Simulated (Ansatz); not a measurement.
CuO:

```
Cu O
1.0
     0.00000    2.11656    2.11656
     2.11656    0.00000    2.11656
     2.11656    2.11656    0.00000
Cu O
1 1
Direct
  0.02950 0.02810 0.90803
  0.47050 0.47190 0.59197
```

The cell comes from a database or a generator and needn't be the stable form of this composition.

```yaml
Program: Ansatz 0.2.0
Task: relaxation of cell and atoms
Functional: PBE
Potentials_or_basis: Ansatz PAW
Cutoff: "420 eV (not typed: the program's choice for these potentials)"
k_mesh: 11 × 11 × 11
Occupations: fermi-dirac, width 0.05 eV
Spin: no spin polarisation
Hubbard_terms: Cu d U = 4.5 eV
```

At the start: volume 9.48 Å³/atom.

Q: Where does the relaxation end?

A: It ends after 11 steps and the volume is 9.69 Å³/atom (+2.2 %); space group Fm-3m (No. 225, to 0.05 Å).

The path:
| step | energy change (eV) | largest force (eV/Å) | volume (Å³) |
| --- | --- | --- | --- |
| 1 | 0.0000 | 1.2160 | 18.96 |
| 2 | -0.0959 | 0.9588 | 19.79 |
| 3 | -0.1924 | 0.9383 | 20.49 |
| 4 | -0.3361 | 0.4120 | 20.96 |
| 5 | -0.4546 | 0.0834 | 20.13 |
| 6 | -0.4753 | 0.0091 | 19.28 |
| 7 | -0.4754 | 0.0036 | 19.33 |
| 8 | -0.4754 | 0.0006 | 19.35 |
| 9 | -0.4777 | 0.0006 | 19.35 |
| 10 | -0.4776 | 0.0000 | 19.38 |
| 11 | -0.4777 | 0.0000 | 19.38 |

Final structure:
```
CELL_PARAMETERS angstrom
0.00003 2.13203 2.13038
2.13304 0.00002 2.13039
2.13304 2.13203 0.00002
ATOMIC_POSITIONS crystal
Cu 0.00000 0.00000 0.00000
O 0.50000 0.50000 0.50000
```

Caveat: the electronic state changed during the relaxation; the plane-wave basis is chosen anew once the cell has moved, so the energies of steps on either side of that aren't comparable; the pressure holds a Pulay correction of +0.8 GPa for the finite cutoff; an odd number of electrons without spin polarisation forces a metal; a magnetic or distorted state may lie lower; the run has no spin polarisation, though such a crystal can be magnetic; U without spin polarisation on a metal has little footing.
